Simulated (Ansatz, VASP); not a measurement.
# BiTe in VASP and in Ansatz

```
Bi Te
1.0
     2.35003    1.35679    3.41681
    -2.35003    1.35679    3.41681
     0.00000   -2.71358    3.41681
Bi Te
1 1
Cartesian
  0.0000 0.0000 5.1252
  0.0000 0.0000 0.0000
```

Change from the starting cell: strain -0.030 along x and y, +0.030 along z, atoms carried along.

Alike in both runs: task single point; functional LDA; k mesh 12 × 12 × 12; occupations gaussian, width 0.15 eV; no spin polarisation.

|  | VASP | Ansatz |
| --- | --- | --- |
| version | VASP 6.6.1 | Ansatz 0.2.0 |
| potentials or method | VASP PAW LDA potentials, release 64 (Bi_d, Te) | scalar-relativistic, plane waves, PAW |
| plane-wave cutoff (eV) | 520 | 420 |
| valence electrons in the cell | 21 | 31 |

```csv
,VASP,Ansatz,Ansatz less VASP
gap on the k mesh at the Fermi level (eV),none,none,-
pressure (GPa),-1.6,-1.6,-0.06
largest component of the traceless stress (GPa),0.16,0.14,-0.025
```

A gap of «none» marks a metal or a gap that the smearing closes. The two sets of potentials don't hold the same shells in valence.

Caveats: spin-orbit coupling is left out, which moves the levels of the heavy elements.
